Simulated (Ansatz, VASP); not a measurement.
**One calculation of CdSe, two programs**

```
Cd Se
1.0
     0.00000    2.87396    2.87396
     2.87396    0.00000    2.87396
     2.87396    2.87396    0.00000
Cd Se
1 1
Direct
  0.00000 0.00000 0.00000
  0.50000 0.50000 0.50000
```

Alike in both runs: task single point; functional PBEsol; k mesh 8 × 8 × 8; occupations fermi-dirac, width 0.05 eV; no spin polarisation.

|  | VASP | Ansatz |
| --- | --- | --- |
| version | VASP 6.6.1 | Ansatz 0.2.0 |
| potentials or method | VASP PAW PBE potentials, release 64 (Cd, Se), cutoff 520 eV | all-electron LAPW, scalar-relativistic |

|  | VASP | Ansatz | Ansatz less VASP |
| --- | --- | --- | --- |
| gap on the k mesh at the Fermi level (eV) | none | none | - |
| pressure (GPa) | -3.5 | -3.8 | -0.34 |

A gap of «none» marks a metal or a gap that the smearing closes. Ansatz ran all-electron here, so the differences hold the error of VASP's frozen core and of both bases.

Caveats: the PAW data sets were made with another functional, which shifts forces and pressure a little (VASP).
